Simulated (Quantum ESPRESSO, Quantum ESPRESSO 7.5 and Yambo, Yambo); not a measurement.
# GaN (P6_3mc): G0W0 with Yambo, start to end

How does a plane-wave GW calculation on GaN (P6_3mc) run from the first input to the gap?

Calculated with Quantum ESPRESSO 7.5 and Yambo 5.3.0; PBE and many-body steps on it, plane waves.

The database entry behind the starting cell has ideal inner coordinates that were not refined, so it need not match the best structure at ambient conditions.

### 1. The starting structure

It takes space group P6_3mc (No. 186, hexagonal). The conventional cell has a = 3.190 Å, b = 3.190 Å, c = 5.189 Å, α = 90.00°, β = 90.00°, γ = 120.00°. Ga has 4 N at 1.95 Å nearest. Nearest to N lie 4 Ga at 1.95 Å. Farther neighbours and most contacts between anions are not listed.

The cell and positions come from the Crystallography Open Database and are kept as given unless a step says otherwise.

### 2. Ground state

This step: Quantum ESPRESSO 7.5; DFT, PBE, plane waves, norm-conserving pseudopotentials.

The ground-state density comes first.

Input file pw.in:

```
&control
  calculation = 'scf'
  prefix = 'x'
  outdir = 'o'
  pseudo_dir = 'pseudo'
/
&system
  ibrav = 0
  nat = 4
  ntyp = 2
  ecutwfc = 104.0
  nbnd = 32
  force_symmorphic = .true.
/
&electrons
  conv_thr = 1e-10
  electron_maxstep = 80
  mixing_beta = 0.5
/
ATOMIC_SPECIES
  Ga 69.723 Ga.upf
  N 14.007 N.upf
CELL_PARAMETERS angstrom
  3.1900000000 -0.0000000000 0.0000000000
  -1.5950000000 2.7626210381 0.0000000000
  0.0000000000 0.0000000000 5.1890000000
ATOMIC_POSITIONS crystal
  Ga 0.6666666667 0.3333333333 0.0000000000
  Ga 0.3333333333 0.6666666667 0.5000000000
  N 0.6666666667 0.3333333333 0.3750000000
  N 0.3333333333 0.6666666667 0.8750000000
K_POINTS automatic
  6 6 4 0 0 0
```

On the command line:

```bash
OMP_NUM_THREADS=1 mpirun -n 4 pw.x -nk 4 -in pw.in > pw.out
```

The program printed:

```text
Program PWSCF v.7.5 starts

     This program is part of the open-source Quantum ESPRESSO suite
     for quantum simulation of materials; please cite
         "P. Giannozzi et al., J. Phys.:Condens. Matter 21 395502 (2009);
         "P. Giannozzi et al., J. Phys.:Condens. Matter 29 465901 (2017);
         "P. Giannozzi et al., J. Chem. Phys. 152 154105 (2020);
     in publications or presentations arising from this work. More details at
     Message from routine setup:
     using ibrav=0 with symmetry is DISCOURAGED, use correct ibrav instead

     G-vector sticks info

     bravais-lattice index     =            0
     lattice parameter (alat)  =       6.0282  a.u.
     unit-cell volume          =     308.5974 (a.u.)^3
     number of atoms/cell      =            4
     number of atomic types    =            2
     number of electrons       =        52.00
     number of Kohn-Sham states=           32
     kinetic-energy cutoff     =     104.0000  Ry
     charge density cutoff     =     416.0000  Ry
     scf convergence threshold =      1.0E-10
     mixing beta               =       0.5000
     number of iterations used =            8  plain     mixing
     Exchange-correlation= PBE
                           (   1   4   3   4   0   0   0)

     celldm(1)=   6.028226  celldm(2)=   0.000000  celldm(3)=   0.000000
     celldm(4)=   0.000000  celldm(5)=   0.000000  celldm(6)=   0.000000

     crystal axes: (cart. coord. in units of alat)
               a(1) = (   1.000000  -0.000000   0.000000 )
               a(2) = (  -0.500000   0.866025   0.000000 )
               a(3) = (   0.000000   0.000000   1.626646 )

     reciprocal axes: (cart. coord. in units 2 pi/alat)
               b(1) = (  1.000000  0.577350 -0.000000 )
               b(2) = (  0.000000  1.154701 -0.000000 )
               b(3) = ( -0.000000 -0.000000  0.614762 )
     Pseudo is Norm-conserving + core correction, Zval = 21.0
     Generated using ONCVPSP code by D. R. Hamann
     Using radial grid of 1902 points,  6 beta functions with:
     Pseudo is Norm-conserving + core correction, Zval =  5.0
     Generated using ONCVPSP code by D. R. Hamann
     Using radial grid of 1058 points,  4 beta functions with:
     Ga               21.00    69.72300     Ga( 1.00)
     N                 5.00    14.00700     N ( 1.00)

      6 Sym. Ops. (no inversion) found

   Cartesian axes

     site n.     atom                  positions (alat units)
         1        Ga     tau(   1) = (   0.5000000   0.2886751   0.0000000  )
         2        Ga     tau(   2) = (  -0.0000000   0.5773503   0.8133229  )
         3        N      tau(   3) = (   0.5000000   0.2886751   0.6099922  )
         4        N      tau(   4) = (  -0.0000000   0.5773503   1.4233150  )

     number of k points=    24
                       cart. coord. in units 2pi/alat
        k(    1) = (   0.0000000   0.0000000   0.0000000), wk =   0.0138889
        k(    2) = (   0.0000000   0.0000000   0.1536905), wk =   0.0277778
        k(    3) = (   0.0000000   0.0000000  -0.3073810), wk =   0.0138889
        k(    4) = (   0.0000000   0.1924501   0.0000000), wk =   0.0833333
        k(    5) = (   0.0000000   0.1924501   0.1536905), wk =   0.0833333
        k(    6) = (   0.0000000   0.1924501  -0.3073810), wk =   0.0833333
        k(    7) = (   0.0000000   0.3849002   0.0000000), wk =   0.0833333
        k(    8) = (   0.0000000   0.3849002   0.1536905), wk =   0.0833333
        k(    9) = (   0.0000000   0.3849002  -0.3073810), wk =   0.0833333
        k(   10) = (   0.0000000  -0.5773503   0.0000000), wk =   0.0416667
     [... 12 further rows ...]
        k(   23) = (   0.0000000  -0.3849002   0.1536905), wk =   0.0833333
        k(   24) = (  -0.1666667  -0.4811252   0.1536905), wk =   0.1666667

     Dense  grid:    44217 G-vectors     FFT dimensions: (  40,  40,  64)

     Initial potential from superposition of free atoms

     starting charge      51.9946, renormalised to      52.0000
     Starting wfcs are   34 randomized atomic wfcs

     per-process dynamical memory:    46.8 Mb

     Self-consistent Calculation

     iteration #  1     ecut=   104.00 Ry     beta= 0.50

     total energy              =   -1034.59622842 Ry
     estimated scf accuracy    <       1.05225587 Ry

     iteration #  2     ecut=   104.00 Ry     beta= 0.50

     total energy              =   -1034.91155126 Ry
     estimated scf accuracy    <       0.20689653 Ry

     iteration #  3     ecut=   104.00 Ry     beta= 0.50

     total energy              =   -1034.94429111 Ry
     estimated scf accuracy    <       0.00710779 Ry

     iteration #  4     ecut=   104.00 Ry     beta= 0.50

     total energy              =   -1034.94464517 Ry
     estimated scf accuracy    <       0.00165243 Ry

     iteration #  5     ecut=   104.00 Ry     beta= 0.50

     total energy              =   -1034.94502073 Ry
     estimated scf accuracy    <       0.00004775 Ry

     iteration #  6     ecut=   104.00 Ry     beta= 0.50

     total energy              =   -1034.94503273 Ry
     estimated scf accuracy    <       0.00004107 Ry

     iteration #  7     ecut=   104.00 Ry     beta= 0.50

     total energy              =   -1034.94503145 Ry
     estimated scf accuracy    <       0.00000667 Ry

     iteration #  8     ecut=   104.00 Ry     beta= 0.50

     total energy              =   -1034.94503332 Ry
     estimated scf accuracy    <       0.00000083 Ry

     iteration #  9     ecut=   104.00 Ry     beta= 0.50

     total energy              =   -1034.94503342 Ry
     estimated scf accuracy    <       0.00000001 Ry

     iteration # 10     ecut=   104.00 Ry     beta= 0.50

     total energy              =   -1034.94503343 Ry
     estimated scf accuracy    <       0.00000001 Ry

     iteration # 11     ecut=   104.00 Ry     beta= 0.50

     total energy              =   -1034.94503343 Ry
     estimated scf accuracy    <          1.7E-10 Ry

     iteration # 12     ecut=   104.00 Ry     beta= 0.50

     End of self-consistent calculation

          k = 0.0000 0.0000 0.0000 (  5539 PWs)   bands (ev):

  -130.4341-130.4340 -81.1736 -81.1736 -81.1736 -81.1732 -81.1732 -81.1723
    -4.2776  -3.3961  -1.8541  -1.8342  -1.8342  -1.7735  -1.7735  -1.5930
    -1.5930  -1.4946  -1.4946  -0.2114   4.6120  10.6332  10.6332  11.6093
    11.6730  11.6730  13.5979  15.9505  20.8585  21.5952  21.5952  22.4793

          k = 0.0000 0.0000 0.1537 (  5504 PWs)   bands (ev):

  -130.4341-130.4340 -81.1735 -81.1734 -81.1734 -81.1732 -81.1732 -81.1725
    -4.1036  -3.4634  -1.8304  -1.8304  -1.7951  -1.7872  -1.7872  -1.5736
    -1.5736  -1.5044  -1.5044  -0.7638   5.6598  10.1213  10.7789  10.7789
    11.5142  11.5142  14.7868  16.0535  20.4773  21.2722  21.6816  21.6816

          k = 0.0000 0.0000-0.3074 (  5492 PWs)   bands (ev):

  -130.4341-130.4341 -81.1733 -81.1733 -81.1733 -81.1733 -81.1729 -81.1729
    -3.7255  -3.7255  -1.8137  -1.8137  -1.8137  -1.8137  -1.5344  -1.5344
    -1.5344  -1.5344  -1.4913  -1.4913   7.8213   7.8213  11.1400  11.1400
    11.1400  11.1400  15.9271  15.9271  20.1777  20.1777  22.1115  22.1115

          k = 0.0000 0.1925 0.0000 (  5515 PWs)   bands (ev):

     [... further k-points ...]

     highest occupied, lowest unoccupied level (ev):    11.6730   13.5979

!    total energy              =   -1034.94503343 Ry
     estimated scf accuracy    <          7.1E-12 Ry

     The total energy is the sum of the following terms:
     one-electron contribution =    -780.10591415 Ry
     hartree contribution      =     402.10072887 Ry
     xc contribution           =    -115.91286906 Ry
     ewald contribution        =    -541.02697908 Ry

     convergence has been achieved in  12 iterations

     XML data file, charge density, pseudopotentials, collected wavefunctions

=------------------------------------------------------------------------------=
   JOB DONE.
=------------------------------------------------------------------------------=
```

It took 11 s on 4 MPI ranks of Intel Xeon 6975P-C (Granite Rapids), shared host; peak memory 0.4 GiB; 45 s of CPU time.

Numbers from this step:

* total energy: -14081.1445 eV
* gap: 1.925 eV
* k of the valence top: 0, 0, 0
* k of the conduction bottom: 0, 0, 0
* least direct gap: 1.925 eV

The gap is direct, at Γ.

### 3. Bands along the symmetry lines

Levels along a band path, at the cheap level, show where the edges lie and whether the meshes to come will hold them.

Input file pw.in:

```
&control
  calculation = 'bands'
  prefix = 'x'
  outdir = 'o'
  pseudo_dir = 'pseudo'
/
&system
  ibrav = 0
  nat = 4
  ntyp = 2
  ecutwfc = 104.0
  nbnd = 32
  force_symmorphic = .true.
/
&electrons
  conv_thr = 1e-9
  electron_maxstep = 80
  diago_full_acc = .true.
  diago_thr_init = 5e-6
/
ATOMIC_SPECIES
  Ga 69.723 Ga.upf
  N 14.007 N.upf
CELL_PARAMETERS angstrom
  3.1900000000 -0.0000000000 0.0000000000
  -1.5950000000 2.7626210381 0.0000000000
  0.0000000000 0.0000000000 5.1890000000
ATOMIC_POSITIONS crystal
  Ga 0.6666666667 0.3333333333 0.0000000000
  Ga 0.3333333333 0.6666666667 0.5000000000
  N 0.6666666667 0.3333333333 0.3750000000
  N 0.3333333333 0.6666666667 0.8750000000
K_POINTS crystal
  75
  0.00000000 0.00000000 0.00000000 1
  0.06250000 0.00000000 0.00000000 1
  0.12500000 0.00000000 0.00000000 1
  0.18750000 0.00000000 0.00000000 1
  0.25000000 0.00000000 0.00000000 1
  0.31250000 0.00000000 0.00000000 1
  0.37500000 0.00000000 0.00000000 1
  0.43750000 0.00000000 0.00000000 1
  0.50000000 0.00000000 0.00000000 1
  0.47916667 0.04166667 0.00000000 1
  0.45833333 0.08333333 0.00000000 1
  0.43750000 0.12500000 0.00000000 1
  0.41666666 0.16666666 0.00000000 1
  0.39583333 0.20833333 0.00000000 1
  0.37500000 0.25000000 0.00000000 1
  0.35416666 0.29166666 0.00000000 1
  0.33333333 0.33333333 0.00000000 1
  0.29166666 0.29166666 0.00000000 1
  0.25000000 0.25000000 0.00000000 1
  0.20833333 0.20833333 0.00000000 1
  0.16666666 0.16666666 0.00000000 1
  0.12500000 0.12500000 0.00000000 1
  0.08333333 0.08333333 0.00000000 1
  0.04166667 0.04166667 0.00000000 1
  0.00000000 0.00000000 0.00000000 1
  0.00000000 0.00000000 0.06250000 1
  0.00000000 0.00000000 0.12500000 1
  0.00000000 0.00000000 0.18750000 1
  0.00000000 0.00000000 0.25000000 1
  0.00000000 0.00000000 0.31250000 1
  0.00000000 0.00000000 0.37500000 1
  0.00000000 0.00000000 0.43750000 1
  0.00000000 0.00000000 0.50000000 1
  0.06250000 0.00000000 0.50000000 1
  0.12500000 0.00000000 0.50000000 1
  0.18750000 0.00000000 0.50000000 1
  0.25000000 0.00000000 0.50000000 1
  0.31250000 0.00000000 0.50000000 1
  0.37500000 0.00000000 0.50000000 1
  0.43750000 0.00000000 0.50000000 1
  0.50000000 0.00000000 0.50000000 1
  0.47916667 0.04166667 0.50000000 1
  0.45833333 0.08333333 0.50000000 1
  0.43750000 0.12500000 0.50000000 1
  0.41666666 0.16666666 0.50000000 1
  0.39583333 0.20833333 0.50000000 1
  0.37500000 0.25000000 0.50000000 1
  0.35416666 0.29166666 0.50000000 1
  0.33333333 0.33333333 0.50000000 1
  0.29166666 0.29166666 0.50000000 1
  0.25000000 0.25000000 0.50000000 1
  0.20833333 0.20833333 0.50000000 1
  0.16666666 0.16666666 0.50000000 1
  0.12500000 0.12500000 0.50000000 1
  0.08333333 0.08333333 0.50000000 1
  0.04166667 0.04166667 0.50000000 1
  0.00000000 0.00000000 0.50000000 1
  0.50000000 0.00000000 0.50000000 1
  0.50000000 0.00000000 0.43750000 1
  0.50000000 0.00000000 0.37500000 1
  0.50000000 0.00000000 0.31250000 1
  0.50000000 0.00000000 0.25000000 1
  0.50000000 0.00000000 0.18750000 1
  0.50000000 0.00000000 0.12500000 1
  0.50000000 0.00000000 0.06250000 1
  0.50000000 0.00000000 0.00000000 1
  0.33333333 0.33333333 0.50000000 1
  0.33333333 0.33333333 0.43750000 1
  0.33333333 0.33333333 0.37500000 1
  0.33333333 0.33333333 0.31250000 1
  0.33333333 0.33333333 0.25000000 1
  0.33333333 0.33333333 0.18750000 1
  0.33333333 0.33333333 0.12500000 1
  0.33333333 0.33333333 0.06250000 1
  0.33333333 0.33333333 0.00000000 1
```

The program printed:

```text
[banner, memory and clock lines left out]
Program PWSCF v.7.5 starts

     Atomic positions and unit cell read from directory:
     o/x.save/

     Message from routine setup:
     using ibrav=0 with symmetry is DISCOURAGED, use correct ibrav instead

     G-vector sticks info

     bravais-lattice index     =            0
     lattice parameter (alat)  =       6.0282  a.u.
     unit-cell volume          =     308.5974 (a.u.)^3
     number of atoms/cell      =            4
     number of atomic types    =            2
     number of electrons       =        52.00
     number of Kohn-Sham states=           32
     kinetic-energy cutoff     =     104.0000  Ry
     charge density cutoff     =     416.0000  Ry
     Exchange-correlation= PBE
                           (   1   4   3   4   0   0   0)

     celldm(1)=   6.028226  celldm(2)=   0.000000  celldm(3)=   0.000000
     celldm(4)=   0.000000  celldm(5)=   0.000000  celldm(6)=   0.000000

     crystal axes: (cart. coord. in units of alat)
               a(1) = (   1.000000  -0.000000   0.000000 )
               a(2) = (  -0.500000   0.866025   0.000000 )
               a(3) = (   0.000000   0.000000   1.626646 )

     reciprocal axes: (cart. coord. in units 2 pi/alat)
               b(1) = (  1.000000  0.577350 -0.000000 )
               b(2) = (  0.000000  1.154701 -0.000000 )
               b(3) = ( -0.000000 -0.000000  0.614762 )
     Pseudo is Norm-conserving + core correction, Zval = 21.0
     Generated using ONCVPSP code by D. R. Hamann
     Using radial grid of 1902 points,  6 beta functions with:
     Pseudo is Norm-conserving + core correction, Zval =  5.0
     Generated using ONCVPSP code by D. R. Hamann
     Using radial grid of 1058 points,  4 beta functions with:
     Ga               21.00    69.72300     Ga( 1.00)
     N                 5.00    14.00700     N ( 1.00)

      6 Sym. Ops. (no inversion) found

   Cartesian axes

     site n.     atom                  positions (alat units)
         1        Ga     tau(   1) = (   0.5000000   0.2886751   0.0000000  )
         2        Ga     tau(   2) = (  -0.0000000   0.5773503   0.8133229  )
         3        N      tau(   3) = (   0.5000000   0.2886751   0.6099922  )
         4        N      tau(   4) = (  -0.0000000   0.5773503   1.4233150  )

     number of k points=    75
                       cart. coord. in units 2pi/alat
        k(    1) = (   0.0000000   0.0000000   0.0000000), wk =   0.0266667
        k(    2) = (   0.0625000   0.0360844   0.0000000), wk =   0.0266667
        k(    3) = (   0.1250000   0.0721688   0.0000000), wk =   0.0266667
[...]
[... 63 further rows ...]
        k(   74) = (   0.3333333   0.5773503   0.0384226), wk =   0.0266667
        k(   75) = (   0.3333333   0.5773503   0.0000000), wk =   0.0266667

     Dense  grid:    44217 G-vectors     FFT dimensions: (  40,  40,  64)

     The potential is recalculated from file :
     o/x.save/charge-density

     Starting wfcs are   34 randomized atomic wfcs

     Band Structure Calculation

     End of band structure calculation

          k = 0.0000 0.0000 0.0000 (  5539 PWs)   bands (ev):

  -130.4341-130.4340 -81.1736 -81.1736 -81.1736 -81.1732 -81.1732 -81.1723
    -4.2776  -3.3961  -1.8541  -1.8342  -1.8342  -1.7735  -1.7735  -1.5930
    -1.5930  -1.4946  -1.4946  -0.2114   4.6120  10.6332  10.6332  11.6093
    11.6730  11.6730  13.5980  15.9505  20.8585  21.5953  21.5953  22.4793

          k = 0.0625 0.0361 0.0000 (  5517 PWs)   bands (ev):

  -130.4341-130.4340 -81.1736 -81.1735 -81.1734 -81.1732 -81.1732 -81.1723
[...]
k = 0.1250 0.0722 0.0000 (  5513 PWs)   bands (ev):

  -130.4341-130.4340 -81.1735 -81.1735 -81.1735 -81.1733 -81.1732 -81.1724
[...]
k = 0.3333 0.5774 0.0384 (  5514 PWs)   bands (ev):

  -130.4340-130.4340 -81.1741 -81.1740 -81.1740 -81.1738 -81.1728 -81.1728
[...]
k = 0.3333 0.5774 0.0000 (  5496 PWs)   bands (ev):

  -130.4340-130.4340 -81.1741 -81.1740 -81.1740 -81.1738 -81.1727 -81.1727
[...]
-1.5591  -1.5138   0.2132   0.2132   6.3601   6.3601   6.4195   8.6800
     8.6800   8.9935  16.8275  19.4708  19.4709  20.0732  21.5421  21.5421

     XML data file, pseudopotentials, collected wavefunctions
```

The job ended after 7.1 s (4 MPI ranks; peak memory 0.31 GiB; 28 s of CPU time).

This step gave:

```yaml
gap: 1.925 eV
k_of_the_valence_top: 0, 0, 0
k_of_the_conduction_bottom: 0, 0, 0
least_direct_gap: 1.925 eV
```

The gap is 1.925 eV, as in the run before at this level.

Electronic bands along the path, in eV, zero at the top of the highest filled band:

```csv
point,band 23,band 24,band 25,band 26,band 27,band 28,band 29,band 30
Γ,-1.04,-0.06,0.00,0.00,1.93,4.28,9.19,9.92
halfway,-2.85,-1.98,-0.73,-0.48,4.29,5.95,7.38,8.53
M,-4.21,-2.73,-2.22,-0.97,5.08,5.57,6.06,8.59
halfway,-4.22,-3.52,-2.38,-1.86,5.61,6.61,6.64,8.43
K,-5.25,-2.99,-2.99,-2.68,5.15,7.80,7.80,8.40
halfway,-3.66,-2.39,-1.00,-0.92,4.93,6.87,7.29,7.67
Γ,-1.04,-0.06,0.00,0.00,1.93,4.28,9.19,9.92
halfway,-0.89,-0.89,-0.16,-0.16,3.11,4.38,8.80,9.60
A,-0.53,-0.53,-0.53,-0.53,4.25,4.25,8.50,8.50
halfway,-2.07,-2.07,-1.28,-1.28,5.24,5.24,7.66,7.66
L,-1.93,-1.93,-1.90,-1.90,4.42,4.42,7.80,7.80
halfway,-3.18,-3.18,-1.60,-1.60,5.37,5.37,8.12,8.12
H,-4.16,-4.16,-1.49,-1.49,6.45,6.45,7.31,7.31
halfway,-2.11,-2.11,-1.80,-1.80,5.67,5.67,7.67,7.67
A,-0.53,-0.53,-0.53,-0.53,4.25,4.25,8.50,8.50
jump to L,-1.93,-1.93,-1.90,-1.90,4.42,4.42,7.80,7.80
halfway,-3.30,-2.51,-1.70,-1.27,4.32,5.11,7.56,7.85
M,-4.21,-2.73,-2.22,-0.97,5.08,5.57,6.06,8.59
jump to H,-4.16,-4.16,-1.49,-1.49,6.45,6.45,7.31,7.31
halfway,-4.96,-3.18,-2.20,-2.20,5.90,7.20,7.20,8.18
K,-5.25,-2.99,-2.99,-2.68,5.15,7.80,7.80,8.40
```

(Continued in part 2 of 3.)

[Paths, hosts, dates, memory and timing lines, banners, echoed tables and standing remarks are left out of the program output.]

[Logs are printed without paths, hosts, clocks, repeated set-up lines and the standing remarks that a program may print on its own settings, such as how far it seeks lower states.]

[Runs of the session that timed out or met a known fault of the program may be left out.]

[Hosts, paths, dates, database ids (printed as entryN), source tags and the programs' standing remarks are cut or masked in the printed files.]
